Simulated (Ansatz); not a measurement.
# Relaxation of TiCo2

The calculation used Ansatz 0.2.0, DFT PBEsol, scalar-relativistic, plane waves, PAW. Run with 420 eV cutoff, 10×10×10 k-mesh, Gaussian smearing of 0.10 eV, no spin polarisation.

What was changed: biaxial strain in the a-b plane, c and atoms relaxed: -1.0 %.

Command:

```bash
ansatz run input.yaml --threads 1 --pin off --max-ram 2560MiB --backend cpu --events-out ev --progress --plain --runs-dir out
```

Input:

```yaml
crystal:
  lattice:
    - [0.0, 3.2435551251, 3.2435551251]
    - [3.2435551251, 0.0, 3.2435551251]
    - [3.2785025204, 3.2785025204, -0.0349473953]
  atoms:
    - { symbol: Ti, position: [0.5, 0.5, 0.5] }
    - { symbol: Ti, position: [0.75, 0.75, 0.75] }
    - { symbol: Co, position: [0.125, 0.125, 0.125] }
    - { symbol: Co, position: [0.625, 0.125, 0.125] }
    - { symbol: Co, position: [0.125, 0.125, 0.625] }
    - { symbol: Co, position: [0.125, 0.625, 0.125] }
basis:
  ecutwfc: 420
kpoints:
  mp_grid: { grid: [10, 10, 10] }
hamiltonian:
  xc: pbesol
scf:
  occupations: { method: gaussian, width: 0.1 }
output:
  forces: true
  stress: true
  eigenvalues: true
relax:
  adjacent_minimum: "off"
  f_tol: 0.008
  max_steps: 40
  cell: { stress_tol: 0.015, fix: [a, b, gamma] }
```

F is the free energy. Steps run on the plane waves of an earlier cell, but the last one, and at times one on the way, on a freshly chosen basis, so a repeated geometry can differ a little in energy. The held parts of the cell keep their stress, so P needn't end at zero.

Steps:

```tsv
step	F − F(1) (eV)	largest force component (eV/Å)	V (Å³/atom)	P (GPa)
1	0.0000	0.026	11.559	3.43
2	-0.0002	0.006	11.561	3.38
3	-0.0002	0.000	11.565	3.30
4	-0.0002	0.000	11.565	3.30
```

Relaxed structure:

```yaml
crystal:
  lattice:
    - [0.00000, 3.24356, 3.24356]
    - [3.24356, 0.00000, 3.24356]
    - [3.27975, 3.27975, -0.03620]
  atoms:
    - { symbol: Ti, position: [0.50038, 0.50038, 0.49887] }
    - { symbol: Ti, position: [0.74962, 0.74962, 0.75113] }
    - { symbol: Co, position: [0.12500, 0.12500, 0.12500] }
    - { symbol: Co, position: [0.62500, 0.12500, 0.12500] }
    - { symbol: Co, position: [0.12500, 0.12500, 0.62500] }
    - { symbol: Co, position: [0.12500, 0.62500, 0.12500] }
```

The structure is trigonal, space group R-3m (No. 166). The conventional cell has a = 4.587 Å, b = 4.587 Å, c = 11.424 Å, α = 90.00°, β = 90.00°, γ = 120.00°. Around Ti (site symmetry 3m) lie 12 Co at 2.69 to 2.73 Å and 4 Ti at 2.82 to 2.85 Å. Co (site symmetry 2/m) is surrounded by 6 Co at 2.29 to 2.32 Å. Co (site symmetry -3m) has 6 Co at 2.32 Å as nearest neighbours.

The run converged. The run took 99 s on 1 thread of Arm Neoverse V2 (shared host), peak memory 0.61 GiB.